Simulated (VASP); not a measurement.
The system is Sn.

```
Sn
1.0
     0.00000    3.23334    3.23334
     3.23334    0.00000    3.23334
     3.23334    3.23334    0.00000
Sn
2
Cartesian
  4.8500 4.8500 4.8500
  3.2333 3.2333 3.2333
```

This isn't the form of Sn at room conditions, which is tetragonal (white tin).

```yaml
Program: VASP 6.6.1
Task: relaxation of cell and atoms
Functional: rev-vdW-DF2
Potentials_or_basis: VASP PAW PBE potentials, release 64 (Sn_d)
Cutoff: 600 eV
k_mesh: 7 × 7 × 7
Occupations: fermi-dirac, width 0.05 eV
Spin: no spin polarisation
```

At the start: pressure 2.8 GPa; volume 33.80 Å³/atom.

Task: How do energy, volume and symmetry change on relaxing?

Result: Over 3 steps the energy falls by 18.8 meV/atom and the volume is 36.07 Å³/atom (+6.7 %); space group Fd-3m (No. 227, to 0.05 Å).

Step by step:
```csv
step,energy change (eV),largest force (eV/Å),pressure (GPa),volume (Å³)
1,0.0000,0.0000,2.84,67.61
2,-0.0341,0.0000,-0.71,73.65
3,-0.0376,0.0000,0.01,72.13
```

Final structure:
```
CELL_PARAMETERS angstrom
0.00000 3.30393 3.30393
3.30393 0.00000 3.30393
3.30393 3.30393 0.00000
ATOMIC_POSITIONS crystal
Sn 0.75000 0.75000 0.75000
Sn 0.50000 0.50000 0.50000
```

Caveat: the PAW data sets were made with another functional, which shifts forces and pressure a little.
